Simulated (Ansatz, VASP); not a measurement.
One calculation of KCl, two programs

The input INCAR:

```
PREC = Accurate ; ENCUT = 520
EDIFF = 1E-7 ; ISMEAR = -1
SIGMA = 0.03 ; LREAL = F
LASPH = T ; NELM = 80
ALGO = Normal ; ISIF = 2
LWAVE = F ; LCHARG = F
GGA = PE ; NBANDS = 15
```

Contents of KPOINTS:

```
regular mesh
0
Gamma
  7 7 7
```

POSCAR

```
KCl
1.0
    0.0000000000      3.0916717177      3.0916717177
    3.0916717177      0.0000000000      3.0916717177
    3.0916717177      3.0916717177      0.0000000000
K Cl
1 1
Direct
    0.0000000000      0.0000000000      0.0000000000
    0.5000000000      0.5000000000      0.5000000000
```

Input for Ansatz:

```yaml
crystal:
  lattice:
    - [0.0, 3.0916717177, 3.0916717177]
    - [3.0916717177, 0.0, 3.0916717177]
    - [3.0916717177, 3.0916717177, 0.0]
  atoms:
    - { symbol: K, position: [0.0, 0.0, 0.0] }
    - { symbol: Cl, position: [0.5, 0.5, 0.5] }
kpoints:
  mp_grid: { grid: [7, 7, 7] }
  band_path:
    path:
      - [0.0, 0.0, 0.0]
      - [0.5, 0.0, 0.5]
      - [0.625, 0.25, 0.625]
      - [0.375, 0.375, 0.75]
      - [0.0, 0.0, 0.0]
      - [0.5, 0.5, 0.5]
      - [0.5, 0.25, 0.75]
      - [0.5, 0.0, 0.5]
    npoints: 5
scf:
  occupations: { method: fermi_dirac, width: 0.03 }
hamiltonian:
  xc: pbe
  pseudopotentials: { kind: all_electron, lapw: { basis_error: 0.001 } }
output:
  forces: true
  stress: true
  eigenvalues: true
```

Change from the starting cell: volume scaled by 0.94.

Alike in both runs: task single point; functional PBE; k mesh 7 × 7 × 7; occupations fermi-dirac, width 0.03 eV; no spin polarisation.

```csv
,VASP,Ansatz
version,VASP 6.6.1,Ansatz 0.2.0
potentials or method,"VASP PAW PBE potentials, release 64 (K_sv, Cl)","all-electron LAPW, scalar-relativistic"
plane-wave cutoff (eV),520,see its input
```

|  | VASP | Ansatz | Ansatz less VASP |
| --- | --- | --- | --- |
| gap on the k mesh at the Fermi level (eV) | 5.37 | 5.38 | +0.002 |
| pressure (GPa) | 2.0 | 1.9 | -0.04 |

Ansatz ran all-electron here, so the differences hold the error of VASP's frozen core and of both bases.
